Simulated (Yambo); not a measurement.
# C (Fd-3m) in Yambo: further runs, part 2 of 3

Yambo 5.3.0. Earlier steps stand in the parts before.

## (3) Optical spectrum, LDA

Contents of optics3.in:

```
optics
chi
Chimod= "HARTREE"
% BndsRnXd
 1 | 19 |
%
NGsBlkXd= 1 Ry
% LongDrXd
 1 | 1 | 0 |
%
% QpntsRXd
 1 | 1 |
%
% EnRngeXd
 0 | 30 | eV
%
% DmRngeXd
 0.1 | 0.1 | eV
%
ETStpsXd= 300
XfnQPdb= "E < g0w00/ndb.QP"
```

Contents of scf.in:

```
&CONTROL
  calculation = 'scf'
  prefix = 'pwscf'
  outdir = './tmp'
  pseudo_dir = './pseudo'
/
&SYSTEM
  ibrav = 0
  nat = 2
  ntyp = 1
  ecutwfc = 66
  nbnd = 9
  occupations = 'smearing'
  smearing = 'fd'
  degauss = 0.00367493
  force_symmorphic = .true.
/
&ELECTRONS
  conv_thr = 4d-10
  electron_maxstep = 120
  mixing_beta = 0.5
/
ATOMIC_SPECIES
C     12.0110 C.upf
CELL_PARAMETERS bohr
   0.0000000000    3.3700808789    3.3700808789
   3.3700808789    0.0000000000    3.3700808789
   3.3700808789    3.3700808789    0.0000000000
ATOMIC_POSITIONS bohr
C      5.0551213183    5.0551213183    5.0551213183
C      3.3700808789    3.3700808789    3.3700808789
K_POINTS automatic
12 12 12 0 0 0
```

Contents of nscf.in:

```
&CONTROL
  calculation = 'nscf'
  prefix = 'pwscf'
  outdir = './tmp'
  pseudo_dir = './pseudo'
/
&SYSTEM
  ibrav = 0
  nat = 2
  ntyp = 1
  ecutwfc = 66
  nbnd = 84
  occupations = 'fixed'
  force_symmorphic = .true.
/
&ELECTRONS
  conv_thr = 1d-08
  diago_full_acc = .true.
  diago_thr_init = 1d-06
/
ATOMIC_SPECIES
C     12.0110 C.upf
CELL_PARAMETERS bohr
   0.0000000000    3.3700808789    3.3700808789
   3.3700808789    0.0000000000    3.3700808789
   3.3700808789    3.3700808789    0.0000000000
ATOMIC_POSITIONS bohr
C      5.0551213183    5.0551213183    5.0551213183
C      3.3700808789    3.3700808789    3.3700808789
K_POINTS automatic
4 4 4 0 0 0
```

Potentials or basis: PseudoDojo 0.4.1 SR LDA stringent.

The run is started by

```sh
$ OMP_NUM_THREADS=1 pw.x -in scf.in > scf.out
$ OMP_NUM_THREADS=1 pw.x -in nscf.in > nscf.out
$ cd tmp/pwscf.save; p2y; mv SAVE ../..; cd ../..
$ OMP_NUM_THREADS=1 yambo
$ OMP_NUM_THREADS=1 yambo -F optics3.in -J optics3 -C optics3_out
```

Yambo's report:

```text
[... sections 02.01 to 02.04 as in the set-up run ...]

  [02.05] Energies & Occupations
  ==============================

  [X] === General ===
  [X] Electronic Temperature                        :  0.000000  0.000000 [eV K]
  [X] Bosonic    Temperature                        :  0.000000  0.000000 [eV K]
  [X] Finite Temperature mode                       : no
  [X] El. density                                   :  0.70524E+24 [cm-3]
  [X] Fermi Level                                   :  13.13592 [eV]

  [X] === Gaps and Widths ===
  [X] Conduction Band Min                           :  4.438957 [eV]
  [X] Valence Band Max                              :  0.000000 [eV]
  [X] Filled Bands                                  :   4
  [X] Empty Bands                                   :    5   84
  [X] Direct Gap                                    :  5.556279 [eV]
  [X] Direct Gap localized at k                     :  1
  [X] Indirect Gap                                  :  4.438957 [eV]
  [X] Indirect Gap between kpts                     :   1   4
  [X] Last valence band width                       :  8.386249 [eV]
  [X] 1st conduction band width                     :  6.054267 [eV]

 [03] Transferred momenta grid and indexing
 ==========================================

 IBZ Q-points                                      :   8
 BZ  Q-points                                      :   64

 K/Q-points units:
 rlu = crystal or reduced units; cc = cartesian coordinates; iku = interal k-units

 Q [1]          [rlu]:  0.000000  0.000000  0.000000
 Q [2]          [rlu]: -0.10411E-17 -0.10411E-17  0.25000
 Q [3]          [rlu]:  0.20821E-17  0.20821E-17 -0.50000
 Q [4]          [rlu]:  0.16518E-17  0.25000      0.25000
[... 47 lines left out ...]
  [X+QP] Last valence band width                    :  8.777263 [eV]
  [X+QP] 1st conduction band width                  :  6.333305 [eV]

  [coarse-grid] Minimum Bare Gap        [ev]:  4.438957
  [coarse-grid] Minimum Gap Correction  [ev]:  1.407164

  Eqp @ K [1]
   -22.6785      0.00000    -0.241124E-2 -0.241175E-2   7.21693      7.21693      7.21769      14.8193
  Eqp @ K [2]
  -20.85796  -6.99735  -1.83161  -1.83382   9.50458   9.50426   9.67494  16.22082
  Eqp @ K [3]
  -16.47318 -14.06919  -2.98086  -2.98348  10.19643  10.19459  10.30544  17.19519
  Eqp @ K [4]
  -20.25442  -4.86756  -4.34599  -4.34717   5.84371  11.70219  13.42511  13.42537
  Eqp @ K [5]
  -16.26817 -11.42924  -7.16919  -5.17295   7.48912  13.01638  14.68812  15.04993
  Eqp @ K [6]
  -17.92924  -9.26888  -8.04659  -3.19571   9.46930  11.84626  14.04421  15.53811
  Eqp @ K [7]
  -13.42469 -13.47819  -6.69050  -6.69138   6.03729   6.03742  18.69316  18.69484
  Eqp @ K [8]
  -12.54036 -12.69611  -8.77965  -8.77967  12.17701  12.17677  14.08504  14.08466

 [06] Dipoles
 ============

  [06.01] Setup: observables and procedures
  =========================================

  [WF-Oscillators/G space/Transverse up loader] Normalization (few states)  min/max  :  0.21650E-16   1.0000

  [WR./optics3//ndb.dipoles]------------------------------------------------------
   Brillouin Zone Q/K grids (IBZ/BZ)                :    8   64    8   64
   RL vectors                                       :   941 [WF]
   Fragmentation                                    : yes
   Electronic Temperature                           :  0.000000 [K]
   Bosonic    Temperature                           :  0.000000 [K]
   DIP band range                                   :   1  19
   DIP band range limits                            :   4   5
   DIP e/h energy range                             : -1.000000 -1.000000 [eV]
   RL vectors in the sum                            :   941
   [r,Vnl] included                                 : yes
   Bands ordered                                    : yes
   Direct v evaluation                              : no
   Approach used                                    : G-space v
   Dipoles computed                                 : R V P [G-space]
   Wavefunctions                                    : Slater exchange(X)+Perdew & Wang(C)

  [WARNING] [r,Vnl^pseudo] included in position and velocity dipoles.

  [WARNING] In case H contains other non local terms, these are neglected

 [07] Optics
 ===========

 [X-CG] R(p) Tot o/o(of R):    354   3840    100
```

o-optics3.eel_q1_inv_rpa_dyson:

```text
# Electron Energy Loss @ Q(1):  0.707106781     0.707106781      0.00000000    [q->0 direction]
#
# [ X ] Hartree size                              :   9
# [GEN] GF Energies                               : Slater exchange(X)+Perdew & Wang(C)+ E < g0w00/ndb.QP + @E Fit
# [GEN] Green`s Function                          : T-ordered
#
# [GEN] Gauge                                     : Length
# [GEN] [r,Vnl] included                          : yes
#
#    E[1] [eV]          Im(eel)            Re(eel)            Im(eel_o)          Re(eel_o)
#
        0.000000           0.001127          -0.157119           0.001122          -0.153942
        0.100334           0.001127          -0.157109           0.001122          -0.153931
        0.200669           0.001128          -0.157076           0.001123          -0.153899
        0.301003           0.001129          -0.157023           0.001124          -0.153846
        0.401338           0.001130          -0.156948           0.001125          -0.153771
        0.501672           0.001132          -0.156852           0.001127          -0.153676
[... 292 lines left out ...]
        29.89967           0.746845           1.235135           0.770670           1.261535
        30.00000           0.819293           1.837017           0.857738           1.866141
#
```

Wall time 8.1 s (1 thread of Arm Neoverse V2, shared host); peak memory 0.23 GiB.

What came out:

```
Band gap on the k mesh, mean-field level                              : 4.44 eV, indirect (least direct gap 5.56 eV)
Electronic dielectric constant along the field                        : 6.36
Electronic dielectric constant along the field, independent particles : 6.50
```

Dielectric function (along the field direction of the input):
```
energy (eV)  real part  imaginary part
       0.30       6.37            0.05
       0.80       6.39            0.05
       1.30       6.44            0.05
       1.81       6.51            0.05
       2.31       6.61            0.05
       2.81       6.74            0.06
       3.31       6.90            0.06
       3.81       7.12            0.07
       4.31       7.39            0.09
       4.82       7.76            0.11
       5.32       8.26            0.14
       5.82       9.02            0.21
       6.32      10.39            0.42
       6.82      14.19            1.69
       7.32      -5.42           14.07
       7.83       4.48            0.91
       8.33       7.34            0.45
       8.83       9.39            0.44
       9.33      11.99            0.69
       9.83      17.73            2.41
      10.33       0.49            9.90
      10.84      15.18            2.71
      11.34      31.01           38.41
      11.84       3.76            5.09
      12.34      29.41            9.97
      12.84     -45.11           36.09
      13.34     -30.54           15.07
      13.85     -13.34            1.83
      14.35      -6.84            1.18
      14.85      -5.93            3.51
      15.35      -5.34            1.08
      15.85      -0.47            2.22
      16.35      -4.96            1.47
      16.86      -3.80            0.75
      17.36      -1.57            0.53
      17.86      -1.60            1.94
      18.36      -3.84            2.74
      18.86      -1.95            0.68
      19.36      -0.39            0.37
      19.97      -1.37            3.36
```

Energy-loss function:
```csv
energy (eV),loss
0.0,0.001
1.3,0.001
2.6,0.001
3.9,0.001
5.2,0.002
6.5,0.005
7.8,0.043
9.1,0.005
10.4,0.110
11.7,0.134
13.0,0.029
14.3,0.024
15.7,0.115
17.0,0.048
18.3,0.198
19.6,1.223
20.9,0.608
22.2,0.195
23.5,0.386
24.8,0.331
26.1,0.324
27.4,0.108
28.7,1.625
30.0,0.819
```

Caveat: the k mesh is coarse (spacing up to 0.76 Å⁻¹), so the values aren't converged; this k mesh misses the band edges, so its gaps are larger than the crystal's; the quasiparticle levels are read from an earlier G0W0 run on the same states, whose input isn't shown; spectra need much finer meshes, so this one isn't converged; these spectra lack excitons. As with any semilocal functional, this LDA gap is likely too small.

## (4) Optical spectrum by the Bethe-Salpeter equation, LDA

Contents of bse4.in:

```
optics
bse
bss
rim_cut
em1s
RandQpts= 1000000
RandGvec= 50 RL
Chimod= "HARTREE"
% BndsRnXs
 1 | 44 |
%
NGsBlkXs= 5 Ry
% LongDrXs
 1 | 1 | 1 |
%
BSKmod= "SEX"
BSEmod= "retarded"
BSSmod= "d"
% BSEQptR
 1 | 1 |
%
% BSEBands
 3 | 6 |
%
BSENGexx= 30 Ry
BSENGBlk= 5 Ry
% BEnRange
 0 | 15 | eV
%
% BDmRange
 0.05 | 0.05 | eV
%
BEnSteps= 200
% BLongDir
 1 | 1 | 1 |
%
BSEprop= "abs"
WRbsWF
KfnQPdb= "E < g0w00/ndb.QP"
```

scf.in is that of step 3.

nscf.in is that of step 3.

Potentials or basis: PseudoDojo 0.4.1 SR LDA stringent.

The run is started by

```sh
$ OMP_NUM_THREADS=1 pw.x -in scf.in > scf.out
$ OMP_NUM_THREADS=1 pw.x -in nscf.in > nscf.out
$ cd tmp/pwscf.save; p2y; mv SAVE ../..; cd ../..
$ OMP_NUM_THREADS=1 yambo
$ mkdir -p bse4; ln -s $PWD/g0w00/ndb.RIM bse4/
$ OMP_NUM_THREADS=1 yambo -F bse4.in -J bse4 -C bse4_out
$ OMP_NUM_THREADS=1 ypp -J bse4 -C bse4_out -e s -b 1
```

Yambo's report:

```text
[... sections 02.01 to 02.04 as in the set-up run ...]

  [02.05] Energies & Occupations
  ==============================

  [X] === General ===
  [X] Electronic Temperature                        :  0.000000  0.000000 [eV K]
  [X] Bosonic    Temperature                        :  0.000000  0.000000 [eV K]
  [X] Finite Temperature mode                       : no
  [X] El. density                                   :  0.70524E+24 [cm-3]
  [X] Fermi Level                                   :  13.13592 [eV]

  [X] === Gaps and Widths ===
  [X] Conduction Band Min                           :  4.438957 [eV]
  [X] Valence Band Max                              :  0.000000 [eV]
  [X] Filled Bands                                  :   4
  [X] Empty Bands                                   :    5   84
  [X] Direct Gap                                    :  5.556279 [eV]
  [X] Direct Gap localized at k                     :  1
  [X] Indirect Gap                                  :  4.438957 [eV]
  [X] Indirect Gap between kpts                     :   1   4
  [X] Last valence band width                       :  8.386249 [eV]
  [X] 1st conduction band width                     :  6.054267 [eV]

 [03] Transferred momenta grid and indexing
 ==========================================

 [BZ sampling] Q-grid is User defined and/or read from the database

 IBZ Q-points                                      :   8
 BZ  Q-points                                      :   64

 K/Q-points units:
 rlu = crystal or reduced units; cc = cartesian coordinates; iku = interal k-units

[... 234 lines left out ...]
     [RIM] Random points                              :  1000000 [col]
     [SOC] Perturbative SOC                           : no
     [K] Kernel long-range exchange                   : BAR

    [08.01.05.03] Wave-Function Phases
    ==================================

    [BSE] WF phases found       :  46.87500 [o/o]

   [08.01.06] BSE solver(s) @q1
   ============================

   [08.01.07] Diago Solver @q1
   ===========================

   [WR./bse4//ndb.BS_diago_Q1]-----------------------------------------------------
    BS kernel          energies                      : Slater exchange(X)+Perdew & Wang(C)+ E < g0w00/ndb.QP
    [K] Identifier                                   :  1652
    [K] Dimension                                    :  256
    [K] Bands                                        :   3   6
    [K] Exchange                                     : yes [res]
    [K] Correlation                                  : yes [res]
    [K] Kernel`s coupling                            : no
    [K] Exchange                                     : no [cpl]
    [K] Correlation                                  : no [cpl]
    [K] W interaction is bare                        : no
    [K] ALDA kernel in R-space                       : no
    [K] RL vectors                                   :  229 [exchange]
    [K] RL vectors                                   :  27 [correlation]
    [K] E/h energy range                             : -1.000000 -1.000000 [eV]
    [K] Coupling range                               :  100.0000  100.0000 [o/o]
    [W] Interaction is diagonal                      : no
    [W] Matrix size                                  :  27
    [W] Bands                                        :    1   44
    [W] e/h energy range                             : -1.000000 -1.000000 [eV]
    [W] Poles                                        :  100.0000 [o/o]
    [W] RL vectors in the sum                        :   941
    [W] [r,Vnl] included                             : yes
    [W] Field direction                              :  0.577350E-5  0.577350E-5  0.577350E-5
    [W] Coulomb Cutoff                               : none
    [W] Hxc Kernel                                   : HARTREE
    [RIM] RL components                              :   51 [col]
    [RIM] Random points                              :  1000000 [col]
    [SOC] Perturbative SOC                           : no
    [K] Kernel long-range exchange                   : BAR
    [BSS] Eigenstates included                       : yes
    [BSS] Field direction                            :  0.577350E-5  0.577350E-5  0.577350E-5
    [BSS] Eigenstates computed                       :  256
    [BSS] Number of BSE matrices                     :  1
```

Run time: 10 s. Hardware: 1 thread of Arm Neoverse V2, shared host; peak memory 0.24 GiB.

Results:

```
Band gap on the k mesh, mean-field level : 4.44 eV, indirect (least direct gap 5.56 eV)
Lowest exciton energy                    : 6.65 eV
Lowest bright exciton energy             : 6.76 eV
```

Dielectric function (along the field direction of the input):
| energy (eV) | real part | imaginary part |
| --- | --- | --- |
| 0.30 | 5.31 | 0.00 |
| 0.75 | 5.33 | 0.00 |
| 1.28 | 5.38 | 0.01 |
| 1.81 | 5.45 | 0.01 |
| 2.26 | 5.53 | 0.01 |
| 2.79 | 5.66 | 0.01 |
| 3.32 | 5.82 | 0.02 |
| 3.84 | 6.04 | 0.02 |
| 4.30 | 6.27 | 0.03 |
| 4.82 | 6.64 | 0.04 |
| 5.35 | 7.16 | 0.06 |
| 5.80 | 7.86 | 0.10 |
| 6.33 | 9.80 | 0.36 |
| 6.86 | -1.89 | 5.11 |
| 7.39 | 6.74 | 0.25 |
| 7.84 | 8.60 | 0.19 |
| 8.37 | 10.95 | 0.28 |
| 8.89 | 15.31 | 0.65 |
| 9.42 | 36.28 | 7.45 |
| 9.87 | -4.97 | 3.85 |
| 10.40 | 18.04 | 2.96 |
| 10.93 | -12.70 | 7.44 |
| 11.38 | 20.21 | 4.73 |
| 11.91 | -52.89 | 13.84 |
| 12.44 | -14.06 | 1.55 |
| 12.96 | -10.98 | 0.75 |
| 13.42 | -6.92 | 0.31 |
| 13.94 | -3.75 | 0.43 |
| 14.47 | -2.30 | 2.16 |
| 15.00 | -2.91 | 0.28 |

Lowest exciton energies (eV): 6.65, 6.68, 6.68, 6.76, 9.60, 9.60, 9.60, 9.61

Excitons:
```tsv
energy (eV)	strength (relative to the strongest)
6.654	4.1e-10
6.681	1.4e-06
6.682	9e-08
6.764	0.12
9.603	0.014
9.603	0.47
9.603	0.036
9.607	2.3e-05
9.607	4.2e-05
9.610	0.00011
9.643	8.2e-10
9.643	7.7e-10
```

Caveat: the k mesh is coarse (spacing up to 0.76 Å⁻¹), so the values aren't converged; this k mesh misses the band edges, so its gaps are larger than the crystal's; the quasiparticle levels are read from an earlier G0W0 run on the same states, whose input isn't shown; exciton energies and binding change strongly with the k mesh and aren't converged on this one; spectra need much finer meshes, so this one isn't converged.

(Part 2 of 3 ends here.)
